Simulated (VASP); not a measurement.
Crystal: Li2O.

```
O Li
1.0
     0.00000    2.30000    2.30000
     2.30000    0.00000    2.30000
     2.30000    2.30000    0.00000
O Li
1 2
Direct
  0.00000 0.00000 0.00000
  0.25000 0.25000 0.25000
  0.75000 0.75000 0.75000
```

The cell was built by a generator and needn't be a form met in nature.

```yaml
Program: VASP 6.6.1
Task: relaxation of cell and atoms
Functional: PBE
Dispersion: D3(BJ)
Potentials_or_basis: VASP PAW PBE potentials, release 64 (O, Li_sv)
Cutoff: 600 eV
k_mesh: 10 × 10 × 10
Occupations: gaussian, width 0.02 eV
Spin: no spin polarisation
```

At the start: pressure -4.3 GPa; volume 8.11 Å³/atom.

How do energy, volume and symmetry change on relaxing?

Over 4 steps the energy falls by 5.9 meV/atom and the volume is 7.69 Å³/atom (-5.2 %); space group Fm-3m (No. 225, to 0.05 Å).

The path:
```
step  energy change (eV)  largest force (eV/Å)  pressure (GPa)  volume (Å³)
   1              0.0000                0.0000           -4.34        24.33
   2             -0.0149                0.0000           -1.83        23.57
   3             -0.0178                0.0000           -0.12        23.11
   4             -0.0178                0.0000           -0.01        23.07
```

Final structure:
```cif
data_structure
_symmetry_space_group_name_H-M 'P 1'
_symmetry_Int_Tables_number 1
_cell_length_a 3.1956
_cell_length_b 3.1956
_cell_length_c 3.1956
_cell_angle_alpha 60.000
_cell_angle_beta 60.000
_cell_angle_gamma 60.000
_cell_volume 23.07
loop_
_atom_site_label
_atom_site_type_symbol
_atom_site_fract_x
_atom_site_fract_y
_atom_site_fract_z
_atom_site_occupancy
O1 O 0.00000 0.00000 0.00000 1
Li1 Li 0.25000 0.25000 0.25000 1
Li2 Li 0.75000 0.75000 0.75000 1
```

Caveat: the cutoff is under 1.25 times the usual one of these potentials, so pressure, stress and relaxed cells hold a basis-set (Pulay) error.
